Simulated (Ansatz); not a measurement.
Rocksalt NaF, relaxed with r2SCAN in the PAW code Ansatz. It is cubic, Fm-3m (No. 225); a = 4.594 Å in the conventional setting, 12.12 Å³ an atom. Around Na lie 6 F at 2.30 Å; around F lie 6 Na at 2.30 Å.

The axes x, y and z are those of this cell:
```yaml
crystal:
  lattice:
    - [0.00000, 2.29717, 2.29717]
    - [2.29717, 0.00000, 2.29717]
    - [2.29717, 2.29717, 0.00000]
  atoms:
    - { symbol: Na, position: [0.00000, 0.00000, 0.00000] }
    - { symbol: F, position: [0.50000, 0.50000, 0.50000] }
```

Unstrained: With PBE the gap is 6.456 eV and direct, at Γ. r2SCAN gives a direct gap of 7.282 eV at Γ. HSE06 gives a direct gap of 8.635 eV at Γ. Meshes: PBE 10×10×10, r2SCAN 10×10×10, HSE06 6×6×6. Strains are changes of length per length, and xy shears are angles. After each strain the atoms were relaxed again with r2SCAN within the symmetry that the strain leaves, so tilts or polar shifts that break it weren't tested; points keep the names that they have in the unstrained zone. Calculated for a static, non-magnetic cell.

Question: Estimate what epitaxial +3.17 % in the plane normal to [111], free normal strain -2.49 % does to the gap.

Answer: PBE: the gap goes from 6.456 to 6.145 eV (-0.311 eV); with r2SCAN the top three valence levels at Γ, degenerate before, become 1+2 from the top over 137 meV. r2SCAN: the gap goes from 7.282 to 6.962 eV (-0.320 eV). HSE06: the gap goes from 8.635 to 8.303 eV (-0.332 eV). The r2SCAN energy rises by 7.2 meV an atom.

Question: One strain changed the r2SCAN stress by xx +0.85, yy +0.85, zz +0.85 GPa (compression positive) and the gap by +0.086 eV (PBE), +0.088 eV (r2SCAN), +0.094 eV (HSE06). Which kind of strain was it, and roughly how large?

Answer: Isotropic -0.5 % on every length. The pattern of the stress gives the kind; the size needs the stiffness, so it is an estimate.

Question: Apply xy shear, engineering strain (angle) -3.75 %. How far does the gap move, against the unstrained cell?

Answer: PBE: the gap goes from 6.456 to 6.400 eV (-0.056 eV); with r2SCAN the top three valence levels at Γ, degenerate before, become 1+1+1 from the top over 103 meV. r2SCAN: the gap goes from 7.282 to 7.224 eV (-0.058 eV). HSE06: the gap goes from 8.635 to 8.579 eV (-0.056 eV). The r2SCAN energy rises by 1.5 meV an atom.

The meshes of the hybrids are coarse, so their gaps aren't converged to the digits shown.

The splittings at Γ are without spin-orbit coupling, which regroups them where it is of like size or larger.
